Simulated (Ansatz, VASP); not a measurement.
**BN in two plane-wave programs**

One calculation is typed for both programs; each brings its own data sets. How far apart do they land? The cell is taken from a series of runs on this material, whose earlier steps may have relaxed, scaled, displaced or heated it; both programs get it as it stands.

Calculated with Ansatz 0.2.0; plane waves, with VASP 6.6.1 beside it; dielectric response at PBEsol.

### Step 1. The starting structure

The structure is hexagonal, space group P6_3/mmc (No. 194). Conventional cell: a = 2.504 Å, b = 2.504 Å, c = 6.661 Å, α = 90.00°, β = 90.00°, γ = 120.00°. Nearest to B lie 3 N at 1.45 Å. Nearest to N lie 3 B at 1.45 Å. Farther neighbours and most contacts between anions are not listed.

### Step 2. VASP: dielectric response, PBEsol

The response to a field tests empty states and converges slowly with the mesh.

Lines of VASP's logs that name or quote its potential files are left out, and so is its time.

INCAR reads:

```
SYSTEM = BN
PREC = Accurate
ENCUT = 520
EDIFF = 1E-08
NELM = 120
ISMEAR = 0
SIGMA = 0.01
LREAL = .FALSE.
ALGO = Normal
GGA = PS
NBANDS = 14
LORBIT = 11
LWAVE = .FALSE.
LCHARG = .FALSE.
ISIF = 2
LEPSILON = .TRUE.
LASPH = .TRUE.
GGA_COMPAT = .FALSE.
EFERMI = MIDGAP
```

POSCAR reads:

```
BN
1.0
    2.5039900000      0.0000000000      0.0000000000
   -1.2519950000      2.1685189508      0.0000000000
    0.0000000000      0.0000000000      6.6612000000
B N
2 2
Direct
    0.3333333334      0.6666666668      0.2500000000
    0.6666666668      0.3333333334      0.7500000000
    0.3333333334      0.6666666668      0.7500000000
    0.6666666668      0.3333333334      0.2500000000
```

KPOINTS reads:

```
Automatic mesh
0
Gamma
9 9 4
0 0 0
```

The projector-augmented-wave data sets are B and N (PBE family, release 64).

Started as:

```
$ mpirun -np 1 vasp_std
```

Numbers of over 12 decimals in the logs are rounded to 6 here.

What it wrote:

```text
[banner, memory and clock lines left out]
running    1 mpi-ranks, on    1 nodes
 distrk:  each k-point on    1 cores,    1 groups
 distr:  one band on    1 cores,    1 groups

 POSCAR found type information on POSCAR B N
 POSCAR found :  2 types and       4 ions
|                                                                             |
|               ----> ADVICE to this user running VASP <----                  |
|                                                                             |
|     You enforced a specific xc type in the INCAR file but a different       |
|     [... a line on the potential file left out ...]
|     I HOPE YOU KNOW WHAT YOU ARE DOING!                                     |
|                                                                             |

 LDA part: xc-table for (Slater+PW92), standard interpolation
 POSCAR, INCAR and KPOINTS ok, starting setup
 FFT: planning ... GRIDC
 FFT: planning ... GRID_SOFT
 FFT: planning ... GRID
 WAVECAR not read
 entering main loop
       N       E                     dE             d eps       ncg     rms          rms(c)
DAV:   1     0.504245464693E+02    0.50425E+02   -0.81544E+03  1008   0.106E+03
DAV:   2    -0.362973043955E+02   -0.86722E+02   -0.78422E+02  1388   0.235E+02
DAV:   3    -0.399718219933E+02   -0.36745E+01   -0.36548E+01  1320   0.489E+01
DAV:   6    -0.369453019409E+02    0.30555E+01   -0.59124E+00  1236   0.191E+01    0.505E+00
DAV:   7    -0.366526399194E+02    0.29266E+00   -0.50629E-01  1278   0.569E+00    0.308E+00
DAV:   8    -0.365691093756E+02    0.83531E-01   -0.24338E-01  1170   0.347E+00    0.431E-01
DAV:   9    -0.365652641006E+02    0.38453E-02   -0.13957E-02  1146   0.974E-01    0.175E-01
DAV:  10    -0.365658694353E+02   -0.60533E-03   -0.10264E-03  1134   0.253E-01    0.296E-02
DAV:  11    -0.365659489407E+02   -0.79505E-04   -0.77132E-05  1230   0.748E-02    0.207E-02
DAV:  12    -0.365659531721E+02   -0.42313E-05   -0.19792E-05  1116   0.341E-02    0.235E-03
DAV:  13    -0.365659532560E+02   -0.83931E-07   -0.63576E-07  1332   0.645E-03    0.833E-04
DAV:  14    -0.365659533172E+02   -0.61216E-07   -0.96511E-08  1086   0.228E-03    0.212E-04
DAV:  15    -0.365659533153E+02    0.19484E-08   -0.13780E-09   990   0.331E-04
   1 F= -.36565953E+02 E0= -.36565953E+02  d E =0.000000E+00
 Linear response reoptimize wavefunctions to high precision
DAV:   1    -0.365659533140E+02    0.13004E-08   -0.27147E-10   738   0.151E-04
DAV:   2    -0.365659533140E+02   -0.22737E-10   -0.27180E-11   636   0.575E-05
 Linear response G [H, r] |phi>, progress :
  Direction:   1
       N       E                     dE             d eps       ncg     rms
RMM:   1    -0.578316379702E+02   -0.57832E+02    0.49080E+01  2151   0.699E+01
RMM:   2    -0.573817364320E+02    0.44990E+00   -0.28103E+00  1672   0.148E+01
RMM:   3    -0.574170977206E+02   -0.35361E-01   -0.24819E-02  1829   0.126E+00
RMM:   4    -0.574184737310E+02   -0.13760E-02   -0.47797E-04  1895   0.179E-01
RMM:   5    -0.574185018945E+02   -0.28163E-04   -0.10956E-05  1865   0.263E-02
RMM:   6    -0.574185034626E+02   -0.15681E-05   -0.99068E-07  1875   0.428E-03
RMM:   7    -0.574185035092E+02   -0.46605E-07   -0.64120E-07  1773   0.904E-04
RMM:   8    -0.574185035114E+02   -0.21397E-08   -0.60976E-07  1389   0.284E-04
RMM:   9    -0.574185035118E+02   -0.42199E-09   -0.54191E-07  1275   0.208E-04
RMM:  10    -0.574185035130E+02   -0.12248E-08    0.37820E-08  1138   0.195E-04
 Linear response G [H, r] |phi>, progress :
  Direction:   2
       N       E                     dE             d eps       ncg     rms
RMM:   1    -0.620153718715E+02   -0.62015E+02   -0.21108E+01  2056   0.666E+01
RMM:   2    -0.611721026363E+02    0.84327E+00   -0.19845E+00  1682   0.123E+01
RMM:   3    -0.611944353243E+02   -0.22333E-01   -0.18832E-02  1788   0.103E+00
RMM:   4    -0.611950142919E+02   -0.57897E-03   -0.30072E-04  1853   0.143E-01
RMM:   5    -0.611950269982E+02   -0.12706E-04   -0.67970E-06  1852   0.196E-02
RMM:   6    -0.611950275790E+02   -0.58086E-06   -0.93441E-07  1857   0.306E-03
RMM:   7    -0.611950276169E+02   -0.37910E-07   -0.10232E-06  1724   0.646E-04
RMM:   8    -0.611950276225E+02   -0.55485E-08   -0.10880E-06  1342   0.282E-04
RMM:   9    -0.611950276229E+02   -0.42053E-09   -0.11243E-06  1203   0.245E-04
RMM:  10    -0.611950276242E+02   -0.13194E-08   -0.16733E-06  1088   0.243E-04
RMM:  11    -0.611950276227E+02    0.14729E-08   -0.49138E-06  1049   0.243E-04
RMM:  12    -0.611950276253E+02   -0.25422E-08    0.36736E-06  1003   0.243E-04
 Linear response G [H, r] |phi>, progress :
  Direction:   3
       N       E                     dE             d eps       ncg     rms
RMM:   1    -0.561968242273E+02   -0.56197E+02    0.10777E+02  1867   0.789E+01
RMM:   2    -0.588677519668E+02   -0.26709E+01   -0.18286E+00  1627   0.107E+01
RMM:   3    -0.588928790189E+02   -0.25127E-01   -0.22918E-02  1716   0.978E-01
RMM:   4    -0.588934309848E+02   -0.55197E-03   -0.69312E-04  1759   0.170E-01
RMM:   5    -0.588934420827E+02   -0.11098E-04   -0.15475E-05  1721   0.224E-02
RMM:   6    -0.588934424732E+02   -0.39053E-06   -0.84900E-07  1675   0.443E-03
RMM:   7    -0.588934424866E+02   -0.13349E-07   -0.14408E-07  1456   0.967E-04
RMM:   8    -0.588934424869E+02   -0.31316E-09   -0.14542E-07  1347   0.401E-04
RMM:   9    -0.588934424901E+02   -0.31774E-08   -0.34292E-07  1133   0.301E-04
RMM:  10    -0.588934424901E+02    0.13713E-11   -0.21514E-07  1000   0.289E-04
RMM:  11    -0.588934424911E+02   -0.10295E-08   -0.22584E-07   953   0.288E-04
RMM:  12    -0.588934424914E+02   -0.35214E-09   -0.23311E-07   867   0.286E-04
 Linear response to external field (no local field effect), progress :
  Direction:   1
       N       E                     dE             d eps       ncg     rms          rms(c)
RMM:   1    -0.423853134177E+00   -0.42385E+00   -0.19299E+00  1960   0.312E+00
RMM:   2    -0.435397098489E+00   -0.11544E-01   -0.36977E-03  1738   0.353E-01
RMM:   3    -0.435431329327E+00   -0.34231E-04   -0.45966E-05  1767   0.312E-02
RMM:   4    -0.435431862904E+00   -0.53358E-06   -0.64094E-07  1820   0.423E-03
RMM:   5    -0.435431869955E+00   -0.70512E-08   -0.11860E-08  1659   0.503E-04
 change of polarisation eV/A/(eV/A) component  1 :     0.871     0.214    -0.022
 dielectric tensor                  component  1 :     5.357     1.073    -0.110
 Linear response to external field (no local field effect), progress :
  Direction:   2
       N       E                     dE             d eps       ncg     rms          rms(c)
RMM:   1    -0.339404481270E+00   -0.33940E+00   -0.13533E+00  1912   0.299E+00
RMM:   2    -0.348390039631E+00   -0.89856E-02   -0.27522E-03  1730   0.320E-01
RMM:   3    -0.348421963100E+00   -0.31923E-04   -0.37545E-05  1764   0.288E-02
RMM:   4    -0.348422483604E+00   -0.52050E-06   -0.63583E-07  1823   0.425E-03
RMM:   5    -0.348422490620E+00   -0.70161E-08   -0.13837E-08  1627   0.503E-04
 change of polarisation eV/A/(eV/A) component  2 :     0.214     0.697    -0.027
 dielectric tensor                  component  2 :     1.073     4.486    -0.135
 Linear response to external field (no local field effect), progress :
  Direction:   3
       N       E                     dE             d eps       ncg     rms          rms(c)
RMM:   1    -0.203234691254E+00   -0.20323E+00   -0.49292E-01  1946   0.239E+00
RMM:   2    -0.206934702278E+00   -0.37000E-02   -0.28223E-03  1637   0.383E-01
RMM:   3    -0.206960239380E+00   -0.25537E-04   -0.27662E-05  1651   0.272E-02
RMM:   4    -0.206960603049E+00   -0.36367E-06   -0.40684E-07  1655   0.371E-03
RMM:   5    -0.206960607835E+00   -0.47862E-08   -0.83805E-09  1524   0.380E-04
 change of polarisation eV/A/(eV/A) component  3 :    -0.022    -0.027     0.414
 dielectric tensor                  component  3 :    -0.110    -0.135     3.071
 Linear response to external field, progress :
  Direction:   1
       N       E                     dE             d eps       ncg     rms          rms(c)
RMM:   1    -0.382112050175E+00   -0.38211E+00   -0.16464E+00  3976   0.298E+00
RMM:   2    -0.391894963732E+00   -0.97829E-02   -0.31558E-03  3522   0.324E-01    0.849E-01
RMM:   3    -0.386391264630E+00    0.55037E-02   -0.58993E-03  3595   0.522E-01    0.498E-01
RMM:   4    -0.399159968706E+00   -0.12769E-01   -0.78600E-03  3582   0.607E-01    0.809E-02
RMM:   5    -0.401881735856E+00   -0.27218E-02   -0.16426E-04  3662   0.101E-01    0.754E-03
RMM:   6    -0.402005373368E+00   -0.12364E-03   -0.19900E-06  3825   0.103E-02    0.370E-03
RMM:   7    -0.402153424747E+00   -0.14805E-03   -0.53855E-07  3664   0.590E-03    0.411E-04
RMM:   8    -0.402162569001E+00   -0.91443E-05    0.62239E-08  3879   0.724E-04    0.164E-04
RMM:   9    -0.402163034001E+00   -0.46500E-06    0.60657E-08  3614   0.388E-04    0.119E-05
RMM:  10    -0.402162837854E+00    0.19615E-06    0.69212E-08  2352   0.491E-05    0.554E-06
 change of polarisation eV/A/(eV/A) component  1 :     0.760     0.061     0.003
 dielectric tensor                  component  1 :     4.803     0.305     0.014
 Linear response to external field, progress :
  Direction:   2
       N       E                     dE             d eps       ncg     rms          rms(c)
RMM:   1    -0.381863635794E+00   -0.38186E+00   -0.16439E+00  4101   0.300E+00
RMM:   2    -0.391893847537E+00   -0.10030E-01   -0.32053E-03  3569   0.327E-01    0.849E-01
RMM:   3    -0.386387378100E+00    0.55065E-02   -0.58507E-03  3617   0.522E-01    0.497E-01
RMM:   4    -0.399156371680E+00   -0.12769E-01   -0.79330E-03  3643   0.608E-01    0.810E-02
RMM:   5    -0.401887066292E+00   -0.27307E-02   -0.16457E-04  3718   0.995E-02    0.753E-03
RMM:   6    -0.401998484528E+00   -0.11142E-03   -0.53721E-07  3842   0.986E-03    0.384E-03
RMM:   7    -0.402152506781E+00   -0.15402E-03   -0.66237E-07  3706   0.614E-03    0.414E-04
RMM:   8    -0.402161006990E+00   -0.85002E-05   -0.23296E-07  3903   0.646E-04    0.155E-04
RMM:   9    -0.402162888203E+00   -0.18812E-05   -0.97049E-08  3370   0.309E-04    0.238E-05
RMM:  10    -0.402162959913E+00   -0.71710E-07   -0.68767E-09  2903   0.790E-05    0.610E-06
 change of polarisation eV/A/(eV/A) component  2 :     0.061     0.760    -0.022
 dielectric tensor                  component  2 :     0.305     4.803    -0.112
 Linear response to external field, progress :
  Direction:   3
       N       E                     dE             d eps       ncg     rms          rms(c)
RMM:   1    -0.203234691254E+00   -0.20323E+00   -0.49292E-01  1946   0.239E+00
RMM:   2    -0.206934673561E+00   -0.37000E-02   -0.28220E-03  1637   0.383E-01    0.669E-01
RMM:   3    -0.182155323457E+00    0.24779E-01   -0.20335E-02  1497   0.868E-01    0.343E-01
RMM:   4    -0.185282739274E+00   -0.31274E-02   -0.19458E-02  1577   0.827E-01    0.106E-01
RMM:   5    -0.190237756523E+00   -0.49550E-02   -0.47600E-04  1637   0.161E-01    0.117E-02
RMM:   6    -0.190499149818E+00   -0.26139E-03   -0.14172E-05  1718   0.188E-02    0.556E-03
RMM:   7    -0.190729453267E+00   -0.23030E-03   -0.17309E-06  1673   0.101E-02    0.992E-04
RMM:   8    -0.190752392390E+00   -0.22939E-04   -0.10246E-07  1705   0.198E-03    0.298E-04
RMM:   9    -0.190749049551E+00    0.33428E-05   -0.11510E-08  1694   0.703E-04    0.318E-05
RMM:  10    -0.190748599994E+00    0.44956E-06   -0.32333E-10  1337   0.891E-05    0.114E-05
RMM:  11    -0.190748880842E+00   -0.28085E-06   -0.97029E-11  1013   0.519E-05    0.304E-06
 change of polarisation eV/A/(eV/A) component  3 :    -0.022    -0.027     0.346
 dielectric tensor                  component  3 :    -0.109    -0.134     2.729
 Born effective charges drift removed
```

Parts of OUTCAR (step 2):

```text
ion  position               nearest neighbor table
   1  0.333  0.667  0.250-   4 1.45   4 1.45   4 1.45
   2  0.667  0.333  0.750-   3 1.45   3 1.45   3 1.45
   3  0.333  0.667  0.750-   2 1.45   2 1.45   2 1.45
   4  0.667  0.333  0.250-   1 1.45   1 1.45   1 1.45

  LATTYP: Found a hexagonal cell.
 ALAT       =     2.5039900000
 C/A-ratio  =     2.6602342661

 Subroutine GETGRP returns: Found 24 space group operations
 (whereof 12 operations were pure point group operations)

The static configuration has the point symmetry D_3d.
 The point group associated with its full space group is D_6h.

 Found     36 irreducible k-points:

   k-points           NKPTS =     36   k-points in BZ     NKDIM =     36   number of bands    NBANDS=     14

   dimension x,y,z NGX =    20 NGY =   20 NGZ =   50
   dimension x,y,z NGXF=    40 NGYF=   40 NGZF=  100

   ENCUT  =  520.0 eV  38.22 Ry    6.18 a.u.   4.66  4.66 12.39*2*pi/ulx,y,z

   NELECT =      16.0000    total number of electrons

 k-points in reciprocal lattice and weights: Automatic mesh
   0.00000000  0.00000000  0.00000000       0.003
   0.11111111  0.00000000  0.00000000       0.019
   0.22222222 -0.00000000  0.00000000       0.019
   0.33333333 -0.00000000  0.00000000       0.019
   0.44444444 -0.00000000  0.00000000       0.019
   0.11111111  0.11111111  0.00000000       0.019
   0.22222222  0.11111111  0.00000000       0.037
   0.33333333  0.11111111  0.00000000       0.037
   0.44444444  0.11111111  0.00000000       0.019
[...]
0.33333333  0.22222222  0.50000000       0.037
   0.33333333  0.33333333  0.50000000       0.006

 average (electrostatic) potential at core
       1 -29.0621       2 -29.0621       3 -64.9480       4 -64.9480

  Total        0.1707378      0.1707378      0.1568368      0.0000000     -0.0000000     -0.0000000
  in kB        7.5629623      7.5629623      6.9472097      0.0000000     -0.0000000     -0.0000000
  external PRESSURE =       7.3577114 kB  Pullay stress =       0.0000000 kB

  energy-cutoff  :      520.00
  volume of cell :       36.17
      direct lattice vectors                 reciprocal lattice vectors
     2.503990000  0.000000000  0.000000000     0.399362617  0.230572115  0.000000000
    -1.251995000  2.168518951  0.000000000     0.000000000  0.461144229  0.000000000
     0.000000000  0.000000000  6.661200000     0.000000000  0.000000000  0.150123101

 POSITION                                       TOTAL-FORCE (eV/Angst)
 -----------------------------------------------------------------------------------
      0.00000      1.44568      1.66530        -0.000000     -0.000000      0.000000
      1.25200      0.72284      4.99590        -0.000000      0.000000      0.000000
      0.00000      1.44568      4.99590        -0.000000     -0.000000     -0.000000
      1.25200      0.72284      1.66530         0.000000      0.000000     -0.000000
 -----------------------------------------------------------------------------------
    total drift:                               -0.000000     -0.000000      0.000000

 MACROSCOPIC STATIC DIELECTRIC TENSOR (including local field effects in DFT)
 ------------------------------------------------------
           4.803015     0.000000     0.000000
           0.000000     4.803015    -0.000000
           0.000000     0.000000     2.728568
 ------------------------------------------------------

 PIEZOELECTRIC TENSOR (including local field effects)  for field in x, y, z        (C/m^2)
          XX          YY          ZZ          XY          YZ          ZX
  --------------------------------------------------------------------------------
  x     0.00000     0.00000     0.00000     0.00000     0.00000     0.00000
  y     0.00000     0.00000     0.00000     0.00000     0.00000     0.00000
  z     0.00000     0.00000     0.00000     0.00000     0.00000     0.00000

 BORN EFFECTIVE CHARGES (including local field effects) (in |e|, cummulative output)
 ---------------------------------------------------------------------------------
 ion    1
    1     2.70933     0.00000     0.00000
    2     0.00000     2.70933     0.00000
    3     0.00000     0.00000     0.74300
 ion    2
    1     2.70933     0.00000     0.00000
    2     0.00000     2.70933     0.00000
    3     0.00000    -0.00000     0.74300
 ion    3
    1    -2.70933     0.00000     0.00000
    2     0.00000    -2.70933     0.00000
    3     0.00000     0.00000    -0.74300
 ion    4
    1    -2.70933     0.00000     0.00000
    2     0.00000    -2.70933     0.00000
    3     0.00000     0.00000    -0.74300
```

(Part 1 of 2 ends here.)

[Lines on the potential files, build, host, timing and source positions are cut from VASP's logs without a mark.]

[Logs are printed without paths, hosts, clocks, repeated set-up lines and the standing remarks that a program may print on its own settings, such as how far it seeks lower states.]

[Hosts, paths, dates, database ids (printed as entryN), source tags and the programs' standing remarks are cut or masked in the printed files.]
